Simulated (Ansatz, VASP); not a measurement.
SiC: VASP beside Ansatz

The input INCAR:

```
SYSTEM = SiC
ALGO = Normal ; EDIFF = 1E-7
ENCUT = 520 ; GGA = PE
ISIF = 2 ; ISMEAR = 0
LASPH = .True. ; LCHARG = .False.
LREAL = .False. ; LWAVE = .False.
NBANDS = 11 ; NELM = 100
PREC = Accurate ; SIGMA = 0.05
```

The input KPOINTS:

```
k-points
0
Gamma
  10 10 10
  0 0 0
```

The input POSCAR:

```
SiC
1.0
    0.0000000000      2.2993572998      2.1351174926
    2.2993572998      0.0000000000      2.1351174926
    2.2993572998      2.2993572998      0.0000000000
Si C
1 1
Direct
    0.0000000000      0.0000000000      0.0000000000
    0.7500000000      0.7500000000      0.7500000000
```

Input for Ansatz:

```yaml
crystal:
  lattice:
    - [0.0, 2.2993572998, 2.1351174926]
    - [2.2993572998, 0.0, 2.1351174926]
    - [2.2993572998, 2.2993572998, 0.0]
  atoms:
    - { symbol: Si, position: [0.0, 0.0, 0.0] }
    - { symbol: C, position: [0.75, 0.75, 0.75] }
basis:
  ecutwfc: 420
kpoints:
  mp_grid: { grid: [10, 10, 10] }
hamiltonian:
  xc: pbe
scf:
  occupations: { method: gaussian, width: 0.05 }
output:
  forces: true
  stress: true
  eigenvalues: true
```

Change from the starting cell: strain +0.050 along x and y, -0.025 along z, atoms carried along.

Alike in both runs: task single point; functional PBE; k mesh 10 × 10 × 10; occupations gaussian, width 0.05 eV; no spin polarisation.

```csv
,VASP,Ansatz
version,VASP 6.6.1,Ansatz 0.2.0
potentials or method,"VASP PAW PBE potentials, release 64 (Si, C)","scalar-relativistic, plane waves, PAW"
plane-wave cutoff (eV),520,420
valence electrons in the cell,8,8
```

```tsv
	VASP	Ansatz	Ansatz less VASP
gap on the k mesh at the Fermi level (eV)	0.75	0.75	+0.002
least direct gap on the mesh (eV)	4.36	4.37	+0.002
pressure (GPa)	-13.6	-13.6	+0.02
largest component of the traceless stress (GPa)	10.78	10.76	-0.022
```

A k mesh can miss the band edges.
